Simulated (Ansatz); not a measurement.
**TiCo2: equal strain of all cell vectors**

An exercise on one series of results from a longer session: the logs are not shown, and one member is left open.

Computed with Ansatz 0.2.0 (DFT r2SCAN, scalar-relativistic, plane waves, PAW, unless a step's input says otherwise).

2 further runs of the same task are left out: 2 set aside as unsound or not needed.

### The structure to begin with

Symmetry: Fd-3m, No. 227, cubic system. The conventional cell has a = 6.687 Å, b = 6.687 Å, c = 6.687 Å, α = 90.00°, β = 90.00°, γ = 90.00°. Around Ti (site symmetry -43m) lie 12 Co at 2.77 Å and 4 Ti at 2.90 Å. Around Co (site symmetry -3m) lie 6 Co at 2.36 Å.

Structure file:

```xyz
6
Lattice="0.0000 3.3437 3.3437 3.3437 0.0000 3.3437 3.3437 3.3437 0.0000" Properties=species:S:1:pos:R:3 pbc="T T T"
Ti    3.3437    3.3437    3.3437
Ti    5.0155    5.0155    5.0155
Co    0.8359    0.8359    0.8359
Co    0.8359    2.5078    2.5078
Co    2.5078    2.5078    0.8359
Co    2.5078    0.8359    2.5078
```

This cell was relaxed beforehand with the same method: volume 12.46 Å³/atom, gap on the mesh none (metal), site moments up to 1.5 μB.

Set-up of the first run:

input.yaml reads:

```yaml
crystal:
  lattice:
    - [0.0, 3.3436872553, 3.3436872553]
    - [3.3436872553, 0.0, 3.3436872553]
    - [3.3436872553, 3.3436872553, 0.0]
  atoms:
    - { symbol: Ti, position: [0.5, 0.5, 0.5], spin: -0.71 }
    - { symbol: Ti, position: [0.75, 0.75, 0.75], spin: -0.71 }
    - { symbol: Co, position: [0.125, 0.125, 0.125], spin: 1.69 }
    - { symbol: Co, position: [0.625, 0.125, 0.125], spin: 1.69 }
    - { symbol: Co, position: [0.125, 0.125, 0.625], spin: 1.69 }
    - { symbol: Co, position: [0.125, 0.625, 0.125], spin: 1.69 }
basis:
  ecutwfc: 500
kpoints:
  mp_grid: { grid: [10, 10, 10] }
hamiltonian:
  xc: r2scan
scf:
  occupations: { method: gaussian, width: 0.1 }
output:
  forces: true
  stress: true
  eigenvalues: true
  populations: true
magnetization:
  spin_polarized: true
```

The run is started by

```bash
$ ansatz run input.yaml --threads 1 --pin off --max-ram 2560MiB --backend cpu --events-out ev --progress --plain --runs-dir out
```

Among the steps run: Reference cell for the strains; At -1.0 %; The cell strained by +1.0 %; At -2.0 %; Strain +2.0 %; At -3.0 %; The cell strained by +3.0 %.

One of the session's tables, all rows but one given; the rest of the session is left out.

Lengths are those of the vectors of the cell that was run; stresses in GPa:

| strain (%) | ΔE (meV/atom) | a (Å) | b (Å) | c (Å) | moment (μB/cell) |
| --- | --- | --- | --- | --- | --- |
| -3.0 | 63.0 | 4.587 | 4.587 | 4.587 | 3.62 |
| -2.0 | 27.4 | 4.634 | 4.634 | 4.634 | 3.94 |
| -1.0 | 6.6 | 4.681 | 4.681 | 4.681 | 4.06 |
| +0.0 | 0.0 | 4.729 | 4.729 | 4.729 | 4.13 |
| +1.0 | 6.1 | 4.776 | 4.776 | 4.776 | 4.16 |
| +2.0 | ? | ? | ? | ? | ? |
| +3.0 | 51.2 | 4.871 | 4.871 | 4.871 | 4.17 |

Estimate the missing values for strain (%) = +2.0.

Worked estimate for «ΔE (meV/atom)». A straight line through the neighbours (1.0, 6.1) and (3.0, 51.2) gives 6.1 + (51.2 − 6.1) × (2.0 − 1.0) / (3.0 − 1.0) = 28.6; a parabola fitted to 3 rows on both sides gives 23.2.

**Answer.** ΔE (meV/atom): 23.6; a (Å): 4.823; b (Å): 4.823; c (Å): 4.823; moment (μB/cell): 4.17. In «ΔE (meV/atom)» the line misses by +5.0 and the parabola by -0.4.

ΔE is over the unstrained cell. Stress in GPa, positive in compression, on the Cartesian axes of the input. 

Limits of these values: Other magnetic orders or occupations could lie lower; they were not searched in full. Warnings in the runs' records: stability check not made.
